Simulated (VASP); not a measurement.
CdSe (Cadmoselite):

```
Cd Se
1.0
     4.30000    0.00000    0.00000
    -2.15000    3.72391    0.00000
     0.00000    0.00000    7.02000
Cd Se
2 2
Direct
  0.66667 0.33333 0.50000
  0.33333 0.66667 0.00000
  0.66667 0.33333 0.88500
  0.33333 0.66667 0.38500
```

Base run:

| Item | Value |
| --- | --- |
| Program | VASP 6.6.1 |
| Functional | PBEsol |
| Potentials or basis | VASP PAW PBE potentials, release 64 (Cd, Se) |
| Cutoff | 520 eV |
| k mesh | 8 × 8 × 4 |
| Occupations | gaussian, width 0.02 eV |
| Spin | no spin polarisation |

Its results: band gap on the k mesh 0.58 eV, direct; pressure 0.5 GPa; largest force 0.274 eV/Å.

Task: The run is repeated on the same cell with these changes: functional from PBEsol to LDA; potentials or basis from VASP PAW PBE potentials, release 64 (Cd, Se) to VASP PAW LDA potentials, release 64 (Cd, Se). What comes out?

Result: Band gap on the k mesh 0.46 eV, direct; pressure -1.4 GPa; largest force 0.265 eV/Å.

Caveats: the PAW data sets were made with another functional, which shifts forces and pressure a little (some runs).
